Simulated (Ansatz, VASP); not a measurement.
InSb in VASP and in Ansatz

```
CELL_PARAMETERS angstrom
0.00000 3.19532 3.19532
3.19532 0.00000 3.19532
3.19532 3.19532 0.00000
ATOMIC_POSITIONS crystal
In 0.00000 0.00000 0.00000
Sb 0.75000 0.75000 0.75000
```

Change from the starting cell: volume scaled by 0.96, PAW files.

Alike in both runs: task electric field gradients; functional PBEsol; k mesh 9 × 9 × 9; occupations fermi-dirac, width 0.05 eV; no spin polarisation.

|  | VASP | Ansatz |
| --- | --- | --- |
| version | VASP 6.6.1 | Ansatz 0.2.0 |
| potentials or method | VASP PAW PBE potentials, release 64 (In_d, Sb) | PAW with Ansatz's default frozen-core files, scalar-relativistic |
| plane-wave cutoff (eV) | 520 | 420 |
| valence electrons in the cell | 18 | 28 |

|  | VASP | Ansatz | Ansatz less VASP |
| --- | --- | --- | --- |
| pressure (GPa) | 3.0 | 3.0 | -0.02 |
| Vzz of the field gradient on the site that differs most (V/Å²) | 0.0 | 0.0 | 0.00 |

The two sets of potentials don't hold the same shells in valence. Ansatz warned: «gradients_without_spin_orbit».

Caveats: the PAW data sets were made with another functional, which shifts forces and pressure a little (VASP). The runs have no spin-orbit coupling, so splittings on Sb are missing.
